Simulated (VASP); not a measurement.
# GaSb (F-43m) in VASP: further runs, part 2 of 2

VASP 6.6.1.

## 3. Single point, PBEsol

Input file INCAR:

```
PREC = Accurate
ENCUT = 520
EDIFF = 1E-6
ISMEAR = 0
SIGMA = 0.15
LREAL = F
LASPH = T
NELM = 100
ALGO = Normal
ISIF = 2
LWAVE = F
LCHARG = F
GGA = PS
NBANDS = 16
```

Input file KPOINTS:

```
regular mesh
0
Gamma
  16 16 16
```

Input file POSCAR:

```
GaSb
1.0
    0.0000000000      3.0590000000      3.0590000000
    3.0590000000      0.0000000000      3.0590000000
    3.0590000000      3.0590000000      0.0000000000
Ga Sb
1 1
Direct
    0.0000000000      0.0000000000      0.0000000000
    0.7500000000      0.7500000000      0.7500000000
```

Potentials or basis: VASP PAW PBE potentials, release 64 (Ga_d, Sb).

Command:

```console
$ cat potpaw_PBE.64/Ga_d/POTCAR potpaw_PBE.64/Sb/POTCAR > POTCAR
$ mpirun -np 1 vasp_std > vasp.out
```

OUTCAR:

```text
PREC = Accurate
   ENCUT = 520
   EDIFF = 1E-6
   ISMEAR = 0
   LREAL = F
   LASPH = T
   NELM = 100
   ISIF = 2
   GGA = PS

 ion  position               nearest neighbor table
   1  0.000  0.000  0.000-   2 2.65   2 2.65   2 2.65   2 2.65
   2  0.750  0.750  0.750-   1 2.65   1 2.65   1 2.65   1 2.65

  LATTYP: Found a face centered cubic cell.
 ALAT       =     6.1180000000

  Lattice vectors:

 A1 = (   0.0000000000,   3.0590000000,   3.0590000000)
 A2 = (   3.0590000000,   0.0000000000,   3.0590000000)
 A3 = (   3.0590000000,   3.0590000000,   0.0000000000)

Analysis of symmetry for initial positions (statically):
=====================================================================
 Subroutine PRICEL returns:
 Original cell was already a primitive cell.

 Routine SETGRP: Setting up the symmetry group for a
 face centered cubic supercell.

 Subroutine GETGRP returns: Found 24 space group operations
 (whereof 24 operations were pure point group operations)
 out of a pool of 48 trial point group operations.

The static configuration has the point symmetry T_d .

Analysis of symmetry for dynamics (positions and initial velocities):
=====================================================================
 Subroutine PRICEL returns:
 Original cell was already a primitive cell.

 Routine SETGRP: Setting up the symmetry group for a
 face centered cubic supercell.

 Subroutine GETGRP returns: Found 24 space group operations
 (whereof 24 operations were pure point group operations)
 out of a pool of 48 trial point group operations.

The dynamic configuration has the point symmetry T_d .

 Subroutine INISYM returns: Found 24 space group operations
 (whereof 24 operations are pure point group operations),
 and found     1 'primitive' translations

[... 104 lines left out ...]
   PSTRESS=    0.0 pullay stress
   NELECT =      18.0000    total number of electrons
   NUPDOWN=      -1.0000    fix difference up-down
   EMIN   =  10.00;   EMAX   =-10.00  energy-range for DOS
   EFERMI =   0.00;   METHOD = LEGACY
   ISMEAR =     0;   SIGMA  =   0.15  broadening in eV -4-tet -1-fermi 0-gaus
   EFERMI_NEDOS =   21; number of points for ismear=-14 and -15
   IALGO  =     38    algorithm
   IMIX   =      4    mixing-type and parameters
     AMIX     =   0.40;   BMIX     =  1.00
     AMIX_MAG =   1.60;   BMIX_MAG =  1.00
  volume/ion in A,a.u.               =      28.62       193.17
  Fermi-wavevector in a.u.,A,eV,Ry     =   1.113208  2.103657 16.860766  1.239231
  Thomas-Fermi vector in A             =   2.249790
   LORBIT       =      0    0 simple, 1 ext, 2 COOP (PROOUT), +10 PAW based schemes
   GGA     = PS    functional components
   LHFCALC =     F    Hartree Fock is set to
   AEXX    =    0.0000 exact exchange contribution
   IVDW    =     0    specifies the selected vdW correction
   LEPSILON=     F    determine dielectric tensor
   LRPA    =     F    only Hartree local field effects (RPA)
 non-spin polarized calculation
 Gauss-broadening in eV      SIGMA  =   0.15
  energy-cutoff  :      520.00
  volume of cell :       57.25
 maximum number of plane-waves:      1572
   NGX = 17   NGY = 17   NGZ = 17

 number of electron      17.9999986 magnetization

 Free energy of the ion-electron system (eV)
  ---------------------------------------------------
  ext. energy  EPLUGINS =         0.00000000
  ---------------------------------------------------
  free energy    TOTEN  =        -8.15582005 eV

  energy without entropy =       -8.15566364  energy(sigma->0) =       -8.15574184

 E-fermi :   4.8629     XC(G=0):  -9.2672

 val. band max:        4.7295087867   @ k =   0.0000   0.0000   0.0000
 cond. band min:       5.0770445568   @ k =   0.5000   0.0000   0.0000
 fundamental gap:      0.3475357701
 Fermi energy:         4.8628582810

 k-point     1 :       0.0000    0.0000    0.0000
  band No.  band energies     occupation
      1     -10.2660      2.00000
      2     -10.2660      2.00000
      3     -10.2660      2.00000
      4     -10.2157      2.00000
      5     -10.2157      2.00000
      6      -6.7741      2.00000
[... 433 lines left out ...]
      3     -10.2643      2.00000
      4     -10.2160      2.00000
      5     -10.2156      2.00000
      6      -6.6667      2.00000
[... 8 lines left out ...]
     15      12.3923      0.00000
     16      12.7904      0.00000

 [... further k-points ...]
[... 5 lines left out ...]
  --------------------------------------------------------------------------------------
  -------------------------------------------------------------------------------------
  Total       -0.0255345     -0.0255345     -0.0255345      0.0000000      0.0000000      0.0000000
  in kB       -0.7146108     -0.7146108     -0.7146108      0.0000000      0.0000000      0.0000000
  external PRESSURE =      -0.7146108 kB  Pullay stress =       0.0000000 kB

 VOLUME and BASIS-vectors are now :
 -----------------------------------------------------------------------------
  energy-cutoff  :      520.00
  volume of cell :       57.25
      direct lattice vectors                 reciprocal lattice vectors
     0.000000000  3.059000000  3.059000000    -0.163452109  0.163452109  0.163452109
     3.059000000  0.000000000  3.059000000     0.163452109 -0.163452109  0.163452109
     3.059000000  3.059000000  0.000000000     0.163452109  0.163452109 -0.163452109

 POSITION                                       TOTAL-FORCE (eV/Angst)
 -----------------------------------------------------------------------------------
      0.00000      0.00000      0.00000         0.000000      0.000000     -0.000000
      4.58850      4.58850      4.58850        -0.000000     -0.000000      0.000000
 -----------------------------------------------------------------------------------
    total drift:                               -0.000000     -0.000000     -0.000000

  FREE ENERGIE OF THE ION-ELECTRON SYSTEM (eV)
  ---------------------------------------------------
  free  energy   TOTEN  =        -8.1558200540 eV

  energy  without entropy=       -8.1556636356  energy(sigma->0) =       -8.15574184
```

OSZICAR:

```text
N       E                     dE             d eps       ncg     rms          rms(c)
DAV:   1     0.815533473648E+02    0.81553E+02   -0.86279E+03  4712   0.140E+03
DAV:   2    -0.178582801815E+01   -0.83339E+02   -0.80194E+02  5488   0.296E+02
DAV:   3    -0.814054632364E+01   -0.63547E+01   -0.63399E+01  5568   0.653E+01
DAV:   4    -0.825239443708E+01   -0.11185E+00   -0.11183E+00  5784   0.970E+00
DAV:   5    -0.825501741478E+01   -0.26230E-02   -0.26229E-02  5912   0.132E+00    0.313E+00
DAV:   6    -0.818135935424E+01    0.73658E-01   -0.83556E-02  6448   0.490E+00    0.183E+00
DAV:   7    -0.815550993179E+01    0.25849E-01   -0.41974E-02  5792   0.185E+00    0.363E-01
DAV:   8    -0.815553711974E+01   -0.27188E-04   -0.47779E-03  6208   0.817E-01    0.101E-01
DAV:   9    -0.815581893851E+01   -0.28182E-03   -0.45520E-04  5376   0.165E-01    0.385E-02
DAV:  10    -0.815581101478E+01    0.79237E-05   -0.19288E-05  6120   0.377E-02    0.115E-02
DAV:  11    -0.815581996754E+01   -0.89528E-05   -0.12278E-05  5416   0.243E-02    0.458E-03
DAV:  12    -0.815582005400E+01   -0.86452E-07   -0.47407E-07  5000   0.694E-03
   1 F= -.81558201E+01 E0= -.81557418E+01  d E =-.156418E-03
```

Wall time 2.7 min (1 thread of AMD EPYC 7R13 (Zen 3), shared host); peak memory 0.25 GiB.

Results:

```
Free energy            : -8.1558 eV
Pressure               : -0.1 GPa
Band gap on the k mesh : zero (filled and empty bands touch)
```

Caveat: the PAW data sets were made with another functional, which shifts forces and pressure a little; spin-orbit coupling is left out, which moves the levels of the heavy elements.

## 4. Against experiment

Step 2. A measured gap of GaSb is 0.811 eV (direct; 4.2 K; a printed reference work, data compilation); the calculated 0.00 eV misses it by -0.81 eV. Spin-orbit coupling on Ga, Sb is left out. The value is that of PBEsol on a finite k mesh, which can miss the band edges, without temperature or zero-point motion. Semilocal functionals fall short of measured gaps as a rule.

Step 3. Against the measured gap of GaSb, 0.811 eV (direct; 4.2 K; a printed reference work, data compilation), the calculated 0.00 eV is off by -0.81 eV. Spin-orbit coupling on Ga, Sb is left out. The value is that of PBEsol on a finite k mesh, which can miss the band edges, without temperature or zero-point motion. Semilocal functionals fall short of measured gaps as a rule.
